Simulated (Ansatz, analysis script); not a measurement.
# Free-standing square Co monolayer, spacing 2.65 Å: spin spirals and exchange, part 2 of 2

Aim: the energy of a free-standing square Co monolayer, spacing 2.65 Å as its moments wind into spirals of wavevector q.

Ansatz 0.2.0; PBE, PAW set soft_1.

So far. Step 4 (q = (0, 0, 0)): The largest moment is 2.14 μB, against 2.14 μB in the collinear run. Step 5 (q = (0, 0.2, 0)): The energy of the cell lies 13.0 meV above that at q = 0, and the largest moment is 2.13 μB against 2.14 μB.

### 6. q = (0, 0.5, 0)

Level of this step: Ansatz DFT, spin spiral by the generalised Bloch theorem, no spin-orbit coupling; PBE, PAW set soft_1; PAW set soft_1 (Ansatz).

The input, input.yaml:

```yaml
crystal:
  lattice:
    - [2.65, 0.0, 0.0]
    - [0.0, 2.65, 0.0]
    - [0.0, 0.0, 14.0]
  atoms:
    - { symbol: Co, position: [0.0, 0.0, 0.5], spin: 2.14, spin_axis: [0.5, 0.0, 0.866025] }
kpoints:
  mp_grid: { grid: [20, 20, 1] }
hamiltonian:
  xc: pbe
  pseudopotentials: { kind: paw, azcp: { folder: soft_1 } }
scf:
  occupations: { method: fermi_dirac, width: 0.1 }
  max_iter: 120
  convergence: { dr2_threshold: 1.0e-08 }
  lower_state_search: "off"
basis:
  ecutwfc: 420.0
magnetization:
  noncollinear: true
  spin_spiral: { q: [0.0, 0.5, 0.0] }
  spin_locking: { lock_directions: true }
checkpoint:
  read: start
```

Started as:

```bash
> ansatz run input.yaml --threads 1 --pin off --max-ram 2048MiB --backend cpu --events-out ev --progress --plain --runs-dir out
```

Numbers of over 12 decimals in the logs are rounded to 6 here.

Output:

```text
[...]
Crystal: 1 atoms, lattice volume = 98.315 Å³
Basis set: ecut = 420 eV, 1939 PW (Γ)
Bands: 26, of which v1, the nominal top of the filled ones, is band 17 counted from 1 (16 counted from 0)
Symmetry: 1 space group operations
k-points: 400
[...]
--- Magnetisation constraints (ε_frz = 1.0e-4 eV) ---
[...]
0     per_site_axis  ê (+0.500, +0.000, +0.866) ≥0.00  (+1.060, -0.000, +1.837)  3.23e-4      (-4.9e-2, -6.3e-8, +2.8e-2)  1.000  0    yes
Free energy (F): -5123.776743 eV
[...]
Internal energy: -5123.696753 eV  (E = F + TS)
E sigma→0 (E₀):  -5123.736748 eV
Entropy (-TS):   -0.079990 eV (-79.990 meV/atom)
Fermi energy:    -1.679692 eV
[...]
[key lines of the parts left out:]
SCF converged after 25 iterations
Magnetization: |M| = 2.0933 μB,  M = (+1.0342, -0.0000, +1.8200) μB
```

Wall time 3.6 min (1 thread of Intel Xeon 6975P-C (Granite Rapids), shared host); peak memory 1.7 GiB.

The energy of the cell lies 35.3 meV above that at q = 0, and the largest moment is 2.12 μB against 2.14 μB.

### 7. q = (0.2, 0.5, 0)

Changes to input.yaml since step 6:

```diff
@@ -21,3 +21,3 @@
   noncollinear: true
-  spin_spiral: { q: [0.0, 0.5, 0.0] }
+  spin_spiral: { q: [0.2, 0.5, 0.0] }
   spin_locking: { lock_directions: true }
```

Output:

```text
[...]
Crystal: 1 atoms, lattice volume = 98.315 Å³
Basis set: ecut = 420 eV, 1939 PW (Γ)
Bands: 26, of which v1, the nominal top of the filled ones, is band 17 counted from 1 (16 counted from 0)
Symmetry: 1 space group operations
k-points: 400
[...]
--- Magnetisation constraints (ε_frz = 1.0e-4 eV) ---
[...]
0     per_site_axis  ê (+0.500, +0.000, +0.866) ≥0.00  (+1.058, +0.000, +1.833)  5.22e-4      (-6.1e-2, -7.0e-7, +3.5e-2)  1.000  0    yes
Free energy (F): -5123.767234 eV
[...]
Internal energy: -5123.686587 eV  (E = F + TS)
E sigma→0 (E₀):  -5123.726911 eV
Entropy (-TS):   -0.080646 eV (-80.646 meV/atom)
Fermi energy:    -1.667083 eV
[...]
[key lines of the parts left out:]
SCF converged after 23 iterations
Magnetization: |M| = 2.0829 μB,  M = (+1.0187, +0.0000, +1.8168) μB
```

Wall time 3.5 min (1 thread); peak memory 1.8 GiB.

The energy of the cell lies 44.8 meV above that at q = 0, and the largest moment is 2.12 μB against 2.14 μB.

### 8. q = (0.5, 0.5, 0)

Changes to input.yaml since step 7:

```diff
@@ -21,3 +21,3 @@
   noncollinear: true
-  spin_spiral: { q: [0.2, 0.5, 0.0] }
+  spin_spiral: { q: [0.5, 0.5, 0.0] }
   spin_locking: { lock_directions: true }
```

Output:

```text
[...]
Crystal: 1 atoms, lattice volume = 98.315 Å³
Basis set: ecut = 420 eV, 1939 PW (Γ)
Bands: 26, of which v1, the nominal top of the filled ones, is band 17 counted from 1 (16 counted from 0)
Symmetry: 1 space group operations
k-points: 400
[...]
--- Magnetisation constraints (ε_frz = 1.0e-4 eV) ---
[...]
0     per_site_axis  ê (+0.500, +0.000, +0.866) ≥0.00  (+1.056, +0.000, +1.831)  9.03e-4      (-7.7e-2, +6.0e-7, +4.4e-2)  1.000  0    yes
Free energy (F): -5123.755147 eV
[...]
Internal energy: -5123.677869 eV  (E = F + TS)
E sigma→0 (E₀):  -5123.716508 eV
Entropy (-TS):   -0.077279 eV (-77.279 meV/atom)
Fermi energy:    -1.655448 eV
[...]
[key lines of the parts left out:]
SCF converged after 24 iterations
Magnetization: |M| = 2.0583 μB,  M = (+0.9680, +0.0000, +1.8165) μB
```

Elapsed: 3.6 min, on 1 thread; peak memory 1.8 GiB.

The energy of the cell lies 57.0 meV above that at q = 0, and the largest moment is 2.11 μB against 2.14 μB.

2 more runs differ from these in the same keys alone and are tabled below.

### 9. E(q)

```csv
q (reciprocal lattice),path length (1/Å),E(q) − E(0) (meV a magnetic atom),|m| Co no. 1 (μB)
"(0, 0, 0)",0.000,0.00,2.14
"(0, 0.2, 0)",0.474,13.00,2.13
"(0, 0.5, 0)",1.186,35.29,2.12
"(0.2, 0.5, 0)",1.660,44.82,2.12
"(0.5, 0.5, 0)",2.371,56.96,2.11
"(0.3, 0.3, 0)",3.042,39.72,2.12
"(0.2, 0.2, 0)",3.377,22.99,2.13
"(0, 0, 0)",4.048,0.00,2.14
```

With one magnetic atom a cell, ħω(q) = 4 [E(q) − E(0)] / (M sin²θ) gives frozen-magnon energies, M being the cell's moment at q = 0.

4 [E(q) - E(0)] / (M sin^2 theta), M the cell's moment at q = 0. The magnon branches at the labelled points (meV):

```csv
point,branch 1
Γ,0.0
X,266.9
M,430.8
Γ,0.0
```

### 10. Fit by Heisenberg shells

For rigid moments E(q) is a sum of cosines over neighbour shells, so a fit gives the couplings, and from them an ordering temperature.

E = −Σ J e·e over ordered pairs (each pair twice, J > 0 for parallel moments) is fitted to 6 points (copies by symmetry counted).

The fitted shells:

```csv
pair,distance (Å),neighbours a magnetic atom,J (meV)
Co-Co,2.65,4,28.53
Co-Co,3.748,4,3.746
Co-Co,5.3,4,-0.0188
```

Read from the output:

| Item | Value |
| --- | --- |
| r.m.s. miss of the fit | 0.8417 meV |
| ordering temperature, mean field | 998.3 K |
| wavevector of the mean-field order | 0, 0, 0 reciprocal lattice |

### 11. What came out

| Quantity | Value |
| --- | --- |
| highest frozen magnon on the path | 431 meV |
| lowest point of the path | q = 0 |
| highest point | 57.0 meV a magnetic atom |
| J of the nearest shell | 28.5 meV |
| mean-field temperature | 998 K |

No spiral that was run lies below the ferromagnetic state at q = 0, and winding the moments costs up to 57.0 meV a magnetic atom. The moments change by at most 2 % from their size at q = 0, so they are nearly rigid. The fit misses by 1.5 % of the energy range, so the shells describe the path well, though few points can't fix distant couplings. In a sheet or chain isotropic couplings alone give no order above 0 K (Mermin and Wagner), so the mean-field number is only an energy scale. The temperatures are those of classical unit spins, and mean field runs high. These are energies of cones, which for rigid moments are sin²θ = 0.25 times those of flat spirals. The 7 spiral runs took 21 min of wall time, added up. Energies are free energies at a smearing of 0.1 eV, and with partly filled levels differences shift, at times strongly, as the smearing goes to zero. The cell was taken as built, with atoms unrelaxed. In doubt: the program's search for lower states was switched off, so a lower magnetic state than those reached may exist.

[Logs and program files are shortened in this print: banners, set-up blocks, solver, clock and traceback lines can be left out without a mark of their own.]

[Logs are printed without paths, hosts, clocks, repeated set-up lines and the standing remarks that a program may print on its own settings, such as how far it seeks lower states.]

[Hosts, paths, dates, database ids (printed as entryN), source tags and the programs' standing remarks are cut or masked in the printed files.]
